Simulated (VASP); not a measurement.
Computed with PBE GGA, VASP's PBE PAW potentials (set 64) (plane waves; VASP).

VASP ran on this input.

File POSCAR:
```
SrF2
1
    0.0000000000     2.9320470000     2.9320470000
    2.9320470000     0.0000000000     2.9320470000
    2.9320470000     2.9320470000     0.0000000000
Sr F
1 2
Direct
  0.0000000000   0.0000000000   0.0000000000
  0.7500000000   0.7500000000   0.7500000000
  0.2500000000   0.2500000000   0.2500000000
```

File KPOINTS:
```
Regular mesh
0
G
8 8 8
0.5 0.5 0.5
```

### INCAR
```
# general
SYSTEM  = SrF2
PREC    = Accurate
ENCUT   = 200
LREAL   = .FALSE.
LASPH   = .TRUE.

# electronic loop
EDIFF   = 1E-6
NELM    = 100
ALGO    = Normal
LMAXMIX = 4

# smearing
ISMEAR  = 0
SIGMA   = 0.05

# functional
GGA     = PE

# ions
ISIF    = 2

# output
LWAVE   = .FALSE.
LCHARG  = .FALSE.
```

POTCAR, in this order: Sr_sv F (PBE.64 set). Program: vasp_std.

What VASP printed:

OSZICAR:
```
       N       E                     dE             d eps       ncg     rms          rms(c)
DAV:   1     0.661591221692E+02    0.66159E+02   -0.83295E+03  2200   0.693E+02
DAV:   2    -0.165934929891E+02   -0.82753E+02   -0.80480E+02  2520   0.199E+02
DAV:   3    -0.183976026579E+02   -0.18041E+01   -0.18028E+01  2760   0.310E+01
DAV:   4    -0.184256969309E+02   -0.28094E-01   -0.28092E-01  2544   0.288E+00
DAV:   5    -0.184263917603E+02   -0.69483E-03   -0.69482E-03  2776   0.300E-01    0.215E+01
DAV:   6    -0.165194236871E+02    0.19070E+01   -0.29130E+00  1920   0.120E+01    0.102E+01
DAV:   7    -0.163105365878E+02    0.20889E+00   -0.18125E-01  2248   0.406E+00    0.347E+00
DAV:   8    -0.163356672176E+02   -0.25131E-01   -0.86560E-02  2320   0.258E+00    0.293E-01
DAV:   9    -0.163380839118E+02   -0.24167E-02   -0.48536E-03  2632   0.489E-01    0.131E-01
DAV:  10    -0.163388414496E+02   -0.75754E-03   -0.43386E-04  2024   0.164E-01    0.565E-02
DAV:  11    -0.163388720033E+02   -0.30554E-04   -0.51256E-05  2408   0.507E-02    0.289E-02
DAV:  12    -0.163388754700E+02   -0.34667E-05   -0.41067E-06  2616   0.120E-02    0.312E-03
DAV:  13    -0.163388751824E+02    0.28765E-06   -0.52497E-07  2032   0.470E-03
   1 F= -.16338875E+02 E0= -.16338875E+02  d E =-.416862E-11
```

**OUTCAR**
```
------------------------ aborting loop because EDIFF is reached ----------------------------------------
  FORCE on cell =-STRESS in cart. coord.  units (eV):
  Direction    XX          YY          ZZ          XY          YZ          ZX
  --------------------------------------------------------------------------------------
  Total      -69.6406404    -69.6406404    -69.6406404     -0.0000000      0.0000000     -0.0000000
  in kB    -2213.2504433  -2213.2504433  -2213.2504433     -0.0000000      0.0000000     -0.0000000
  external PRESSURE =   -2213.2504433 kB  Pullay stress =       0.0000000 kB
  volume of cell :       50.41
      direct lattice vectors                 reciprocal lattice vectors
     0.000000000  2.932047000  2.932047000    -0.170529326  0.170529326  0.170529326
     2.932047000  0.000000000  2.932047000     0.170529326 -0.170529326  0.170529326
     2.932047000  2.932047000  0.000000000     0.170529326  0.170529326 -0.170529326
 POSITION                                       TOTAL-FORCE (eV/Angst)
 -----------------------------------------------------------------------------------
      0.00000      0.00000      0.00000         0.000000      0.000000      0.000000
      4.39807      4.39807      4.39807        -0.000000     -0.000000     -0.000000
      1.46602      1.46602      1.46602         0.000000      0.000000      0.000000
 -----------------------------------------------------------------------------------
    total drift:                                0.000000     -0.000000      0.000000
  FREE ENERGIE OF THE ION-ELECTRON SYSTEM (eV)
  ---------------------------------------------------
  free  energy   TOTEN  =       -16.3388751824 eV

  energy  without entropy=      -16.3388751823  energy(sigma->0) =      -16.33887518
```
(Selected blocks of OUTCAR.)

At this cut-off the stress carries a Pulay error, which pulls relaxed volumes low.

The structure comes from a computed database's SrF2 entry; how it stands against other phases isn't given here. The cell was not relaxed at this level. The run is one of a series of settings (ENCUT = 200 against the base run), some of them coarse on purpose.
